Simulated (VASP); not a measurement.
A run of VASP 6.6.1 is set up as follows.

Contents of INCAR:

```
ALGO = Normal
EDIFF = 1E-6
ENCUT = 520
GGA_COMPAT = False
ISIF = 2
ISMEAR = 0
KPAR = 4
LASPH = True
LCHARG = False
LMAXMIX = 4
LMIXTAU = True
LNONCOLLINEAR = True
LORBIT = 11
LREAL = False
LSORBIT = True
LWAVE = False
MAGMOM = 0 0 0 0 0 0 0 0 0 0 0 0 0 0 0
METAGGA = R2SCAN
NELM = 100
PREC = Accurate
SIGMA = 0.02
```

The input KPOINTS:

```
k-points
0
Gamma
  6 6 6
```

Contents of POSCAR:

```
BaTiO3
1.0
    2.8273666084      1.6323808724      2.3183934932
   -2.8273666084      1.6323808724      2.3183934932
    0.0000000000     -3.2647617449      2.3183934932
Ba Ti O
1 1 3
Direct
    0.0000000000      0.0000000000      0.0000000000
    0.4845000000      0.4845000000      0.4845000000
    0.5086000000      0.0175000000      0.5086000000
    0.0175000000      0.5086000000      0.5086000000
    0.5086000000      0.5086000000      0.0175000000
```

KPOINTS_OPT

```
path GLB1,BZGX,QFP1Z,LP
10
line-mode
reciprocal
 0.0000000000  0.0000000000  0.0000000000  G
 0.5000000000  0.0000000000  0.0000000000  L

 0.5000000000  0.0000000000  0.0000000000  L
 0.5000000000  0.4971712123 -0.4971712123  B1

 0.5028287877  0.5000000000  0.4971712123  B
 0.5000000000  0.5000000000  0.5000000000  Z

 0.5000000000  0.5000000000  0.5000000000  Z
 0.0000000000  0.0000000000  0.0000000000  G

 0.0000000000  0.0000000000  0.0000000000  G
 0.4985856061  0.0000000000 -0.4985856061  X

 0.5014143939  0.4985856061  0.0000000000  Q
 0.5000000000  0.5000000000  0.0000000000  F

 0.5000000000  0.5000000000  0.0000000000  F
 0.5014143939  0.5014143939  0.4971712123  P1

 0.5014143939  0.5014143939  0.4971712123  P1
 0.5000000000  0.5000000000  0.5000000000  Z

 0.5000000000  0.0000000000  0.0000000000  L
 0.5028287877  0.4985856061  0.4985856061  P
```

Potentials or basis: VASP PAW PBE potentials, release 64 (Ba_sv, Ti_sv, O).

The run is started by

```bash
$ cat potpaw_PBE.64/Ba_sv/POTCAR potpaw_PBE.64/Ti_sv/POTCAR potpaw_PBE.64/O/POTCAR > POTCAR
$ mpirun -np 4 vasp_ncl > vasp.out
```

Question: Estimate the pressure.

Answer: 4.0 GPa.

Question: Estimate the largest force.

Answer: 0.263 eV/Å.

Stress tensor (GPa, compression positive):
```
4.01 0.00 0.00
0.00 4.01 0.00
0.00 0.00 3.83
```

Caveat: the PAW data sets were made with another functional, which shifts forces and pressure a little.
